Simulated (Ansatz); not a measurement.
**Z2 indices of SnO — Ansatz, plane waves and PAW**

Space group P4/nmm (No. 129), 4 atoms in the cell of the first input below: a = 3.836 Å, b = 3.836 Å, c = 4.751 Å, α = 90.00°, β = 90.00°, γ = 90.00°.

The structure is a measured one, not always of the ambient phase, with its volume kept and shape and atoms relaxed (pressure 2.3 GPa with this functional, without spin–orbit coupling). Functional: PBE.

Input:

```yaml
crystal:
  lattice:
    - [3.835791367, 0.0, 0.0]
    - [0.0, 3.835791367, 0.0]
    - [0.0, 0.0, 4.7511721913]
  atoms:
    - { symbol: Sn, position: [0.0, 0.5, 0.2435694544] }
    - { symbol: Sn, position: [0.5, 0.0, 0.7564305456] }
    - { symbol: O, position: [0.0, 0.0, 0.0] }
    - { symbol: O, position: [0.5, 0.5, 0.0] }
basis:
  ecutwfc: 420
  ecutrho_ratio: 4
kpoints:
  mp_grid: { grid: [6, 6, 4] }
hamiltonian:
  xc: pbe
scf:
  occupations: { method: gaussian, width: 0.05 }
output:
  forces: true
  stress: true
  eigenvalues: true
  populations: true
  topological_invariants: true
magnetization:
  noncollinear: true
  spin_orbit: true
```

```bash
ansatz run input.yaml --threads 8 --pin off --max-ram 15360MiB --backend cpu --events-out ev --progress --plain --runs-dir out
```

Time: 29 s on 8 threads of AMD EPYC 7R43 64-Core Processor (Zen 3), with other jobs on the host, peak memory 1 GiB.

Without spin–orbit coupling the gap on a 10×10×8 mesh is 0.00 eV (the bands touch or overlap there). With it, in a separate run (self-consistent on 8×8×6, bands on 12×12×10), the bands overlap in energy by 0.02 eV (an overlap on a mesh is a lower bound, as the extrema may lie between its points). The indices are those of the lowest 40 bands, and their direct separation from the next band is open.

Odd-parity bands among them at the eight time-reversal-invariant momenta (inversion centre at 0.250 0.250 0.000):

| k | odd bands |
| --- | --- |
| 0.0 0.0 0.0 | 20 |
| 0.0 0.0 0.5 | 20 |
| 0.0 0.5 0.0 | 20 |
| 0.0 0.5 0.5 | 20 |
| 0.5 0.0 0.0 | 20 |
| 0.5 0.0 0.5 | 20 |
| 0.5 0.5 0.0 | 20 |
| 0.5 0.5 0.5 | 20 |

Problem. What are the Z2 indices by the rule of Fu and Kane?

Solution. Each Kramers pair counts once, so δ = (−1)^(odd bands / 2): +, +, +, +, +, +, +, +. The product of all eight gives ν0, the products over the planes k_i = 1/2 the weak indices: (0;000). The Wilson-loop planes give (0;000).

Problem. The cell is scaled in volume by 0.96 and 1.05 with the atoms carried along. Do the indices change?

Solution. No.

| volume ratio | pressure with spin–orbit coupling (GPa) | smallest direct separation sampled (eV) | at k | separation | Z2 |
| --- | --- | --- | --- | --- | --- |
| 0.96 | 6.4 | 1.804 | -0.50 -0.50 0.00 | open | (0;000) |
| 1.00 | 2.2 | 1.861 | -0.50 -0.50 0.00 | open | (0;000) |
| 1.05 | -2.0 | 1.925 | -0.50 -0.50 0.00 | open | (0;000) |

Caveats: Z2 indices don't see topology that rests on crystal symmetry, and an even number of inversions cancels; an overlap this small can be the functional's gap error, so the crystal may be a narrow-gap semiconductor; atoms feel forces of up to 0.59 eV/Å at volume ratio 1.05; atoms feel forces of up to 0.63 eV/Å at volume ratio 0.96; bands overlap in energy, so the bands counted are not the filled states; the cell shown stands at 2.2 GPa, so it isn't this functional's equilibrium; the k-mesh was not tested.

The lowest 40 bands are Z2-trivial at all three volumes, even though the crystal is a semimetal in this calculation. The two findings are compatible because the overlap is indirect, while the sampled direct separation never falls below 1.804 eV. That is large compared with the spin-orbit splitting expected of Sn 5p states, so an inversion is unlikely.

The uniform parity counts are partly imposed by symmetry. At the invariant momenta with an in-plane component on the zone boundary, the nonsymmorphic operations pair states of opposite parity. The strong index therefore rests on Γ and the point above it along kz, where the equal counts show no net parity exchange.

Ambient SnO is known as an indirect-gap semiconductor. The overlap here probably reflects PBE's gap underestimate, together with compression that broadens the Sn-derived band edges through interlayer interaction. Since the cell was scaled uniformly, the volume series doesn't show how the bands respond when the soft interlayer spacing takes up most of the compression.
